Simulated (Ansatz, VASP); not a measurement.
## TePt: VASP beside Ansatz

Contents of INCAR:

```
SYSTEM = TePt
ALGO = Normal
EDIFF = 1E-6
ENCUT = 520
GGA = PS
ISIF = 2
ISMEAR = 0
ISPIN = 2
LASPH = .TRUE.
LCHARG = .TRUE.
LDAU = .TRUE.
LDAUJ = 0 0.7
LDAUL = -1 2
LDAUPRINT = 1
LDAUTYPE = 1
LDAUU = 0 3
LELF = .TRUE.
LMAXMIX = 4
LORBIT = 11
LREAL = .FALSE.
LVHAR = .TRUE.
LWAVE = .FALSE.
MAGMOM = 0 0 2 -2
NBANDS = 28
NELM = 150
PREC = Accurate
SIGMA = 0.05
```

Contents of KPOINTS:

```
k-points
0
G
  6 6 6
  0 0 0
```

POSCAR

```
TePt
1.0
    1.9815662800      1.1440578300      6.6610310500
   -1.9815662800      1.1440578300      6.6610310500
    0.0000000000     -2.2881156500      6.6610310500
Te Pt
2 2
Direct
    0.5980000000      0.5980000000      0.5980000000
    0.4020000000      0.4020000000      0.4020000000
    0.8703333333      0.8703333333      0.8703333333
    0.1296666667      0.1296666667      0.1296666667
```

Input for Ansatz:

```yaml
crystal:
  lattice:
    - [1.98156628, 1.14405783, 6.66103105]
    - [-1.98156628, 1.14405783, 6.66103105]
    - [0.0, -2.28811565, 6.66103105]
  atoms:
    - { symbol: Te, position: [0.598, 0.598, 0.598] }
    - { symbol: Te, position: [0.402, 0.402, 0.402] }
    - { symbol: Pt, position: [0.8703333333, 0.8703333333, 0.8703333333], spin: 2.0 }
    - { symbol: Pt, position: [0.1296666667, 0.1296666667, 0.1296666667], spin: -2.0 }
basis:
  ecutwfc: 420
  ecutrho_ratio: 4
kpoints:
  mp_grid: { grid: [6, 6, 6] }
hamiltonian:
  xc: pbesol
  hubbard:
    sites:
      - { site: 2, l: d, u: 3.0, j: 0.7 }
      - { site: 3, l: d, u: 3.0, j: 0.7 }
scf:
  occupations: { method: gaussian, width: 0.05 }
  lower_state_search: "off"
  max_iter: 150
output:
  forces: true
  stress: true
  eigenvalues: true
  populations: true
  hubbard: { sites: [{ site: 2, l: d }, { site: 3, l: d }] }
magnetization:
  spin_polarized: true
```

Alike in both runs: task single point; functional PBEsol; k mesh 6 × 6 × 6; occupations gaussian, width 0.05 eV; collinear spin; Hubbard terms Pt d U = 3.0 eV, J = 0.7 eV.

```csv
,VASP,Ansatz
version,VASP 6.6.1,Ansatz 0.2.0
potentials or method,"VASP PAW PBE potentials, release 64 (Te, Pt)","scalar-relativistic, plane waves, PAW"
plane-wave cutoff (eV),520,420
valence electrons in the cell,32,68
```

```csv
,VASP,Ansatz,Ansatz less VASP
gap on the k mesh at the Fermi level (eV),none,none,-
pressure (GPa),-2.4,-0.3,+2.08
largest component of the traceless stress (GPa),0.10,0.62,+0.521
rms of the force components (eV/Å),0.146,0.099,-0.0461
net moment per atom (μB),0.00,0.00,0.000
```

The programs project onto different local orbitals, so the same U acts differently. Atom by atom the forces differ by 0.093 eV/Å (rms over components). A gap of «none» marks a metal or a gap that the smearing closes. The two sets of potentials don't hold the same shells in valence. Ansatz warned: «filled_band_counts_differ_across_k_points».

Caveats: the PAW data sets were made with another functional, which shifts forces and pressure a little (VASP); the U is typed as a test and isn't derived for this compound. The runs have no spin-orbit coupling, so splittings on Pt, Te are missing. The state reached can hang on the start; a lower one may exist.
